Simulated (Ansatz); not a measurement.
Input and command of a calculation in Ansatz (plane waves; scalar-relativistic PAW potentials unless the input names others):

```yaml
crystal:
  lattice:
    - [-2.8154200904, 2.8154200904, 2.4025599889]
    - [2.8154200904, -2.8154200904, 2.4025599889]
    - [2.8154200904, 2.8154200904, -2.4025599889]
  atoms:
    - { symbol: Co, position: [0.25, 0.25, 0.0] }
    - { symbol: Co, position: [0.75, 0.75, 0.0] }
    - { symbol: Sn, position: [0.6638048063, 0.1638048063, 0.8276096127] }
    - { symbol: Sn, position: [0.1638048063, 0.3361951937, 0.5] }
    - { symbol: Sn, position: [0.3361951937, 0.8361951937, 0.1723903873] }
    - { symbol: Sn, position: [0.8361951937, 0.6638048063, 0.5] }
basis:
  ecutwfc: "300 eV"
kpoints:
  mp_grid: { grid: [15, 15, 15] }
hamiltonian:
  xc: pbesol
scf:
  occupations: { method: gaussian, width: 0.1 }
output:
  forces: true
  eigenvalues: true
  stress: true
accuracy: low
```

```bash
ansatz run input.yaml --threads 1 --pin off --max-ram 2560MiB --backend cpu --events-out ev --progress --plain --runs-dir out
```

Abridged log:
```
Warning: basis.ecutwfc = 300 eV is below the records' recommended 420 eV, and the density's cutoff is lower with it unless basis.ecutrho_ratio is high enough to keep the records' density cutoff: compare with a run at a higher cutoff
Basis set: ecut = 300 eV, 895 PW (Γ), exchange–correlation on 54×54×54 points (8 copies of the dense FFT grid, shifted against one another)
Bands: 54, of which v1, the nominal top of the filled ones, is band 45 counted from 1 (44 counted from 0)
Symmetry: 16 space group operations
k-points: 288 of 3375
SCF iter   1: F=—  HF=-33978.349348 eV  |F-HF|=—  |Δ(HF+E_count)|=         —  Δρ=2.43e-2  dr2=2.31e-1  ethr=1.77e-3  ⟨swp⟩=8.0  Hψ=73801  notcnv=0  defer=210
SCF iter   2: F=—  HF=-33978.257976 eV  |F-HF|=—  |Δ(HF+E_count)|=   9.14e-2  Δρ=6.88e-3  dr2=2.45e-2  ethr=2.57e-4  ⟨swp⟩=2.0  Hψ=32199  notcnv=0  defer=819
SCF iter   3: F=—  HF=-33978.243545 eV  |F-HF|=—  |Δ(HF+E_count)|=   1.44e-2  Δρ=5.89e-3  dr2=2.17e-2  ethr=2.73e-5  ⟨swp⟩=2.0  Hψ=27713  notcnv=0  defer=819
SCF iter   4: F=—  HF=-33978.239276 eV  |F-HF|=—  |Δ(HF+E_count)|=   4.27e-3  Δρ=1.04e-3  dr2=6.51e-4  ethr=2.42e-5  ⟨swp⟩=1.9  Hψ=15972  notcnv=0  defer=819
SCF iter   5: F=—  HF=-33978.239174 eV  |F-HF|=—  |Δ(HF+E_count)|=   1.02e-4  Δρ=1.85e-4  dr2=3.03e-5  ethr=7.24e-7  ⟨swp⟩=2.0  Hψ=18138  notcnv=0  defer=819
SCF iter   6: F=—  HF=-33978.239152 eV  |F-HF|=—  |Δ(HF+E_count)|=   2.22e-5  Δρ=6.16e-5  dr2=4.77e-6  ethr=3.36e-8  ⟨swp⟩=2.2  Hψ=20597  notcnv=0  defer=819
SCF iter   7: F=—  HF=-33978.239150 eV  |F-HF|=—  |Δ(HF+E_count)|=   1.82e-6  Δρ=1.62e-5  dr2=3.89e-7  ethr=5.30e-9  ⟨swp⟩=2.0  Hψ=25064  notcnv=0  defer=819
SCF iter   8: F=-33978.239150 eV  HF=-33978.239150 eV  |F-HF|=8.96e-9  |Δ(HF+E_count)|=   8.38e-8  Δρ=3.88e-6  dr2=1.07e-8  ethr=1.11e-10  ⟨swp⟩=10.8  Hψ=66283  notcnv=0
SCF 1 converged in 8 iterations: F = -33978.239150 eV  dr2 = 1.07e-8
SCF converged after 8 iterations
Free energy (F): -33978.239150 eV
Harris-Foulkes:  -33978.239150 eV  (|F-HF|=8.96e-9)
Internal energy: -33978.229987 eV  (E = F + TS)
E sigma→0 (E₀):  -33978.234568 eV
Entropy (-TS):   -0.009163 eV (-1.527 meV/atom)
Fermi energy:    23.080571 eV
--- Forces (eV/Å), atoms counted from 1 ---
  atom   1  Co     0.00000000     0.00000000     0.00000000
  atom   2  Co     0.00000000     0.00000000     0.00000000
  atom   3  Sn     0.04435608     0.04435608     0.00000000
  atom   4  Sn    -0.04435608     0.04435608     0.00000000
  atom   5  Sn    -0.04435608    -0.04435608     0.00000000
  atom   6  Sn     0.04435608    -0.04435608     0.00000000
--- Stress (GPa, compression-positive) ---
       90.212270       0.000000       0.000000
        0.000000      90.212270       0.000000
        0.000000       0.000000      90.919273
  P = ⅓ Tr σ = 90.4479 GPa (904.479 kbar)
```

Apart from outputs, empty bands and the relaxation, which only the reference makes, the input differs from a reference run on usual settings in kpoints.mp_grid.grid: [10, 10, 10] → [15, 15, 15]; basis.ecutwfc: 420 → "300 eV"; accuracy: not typed → "low". The reference, at the same geometry, ended its own course with pressure 90.00 GPa, largest force 0.003 eV/Å, no gap on the mesh. This run converged in 8 SCF iterations with an energy at zero smearing 243 meV/atom above the reference's, pressure 90.45 GPa, largest force 0.063 eV/Å, no gap on the mesh. Its accuracy level and cutoff are looser than usual, and the result moved.

It took 67 s on 1 thread of AMD EPYC 7R43 64-Core Processor (Zen 3) (shared host), peak memory 0.81 GiB.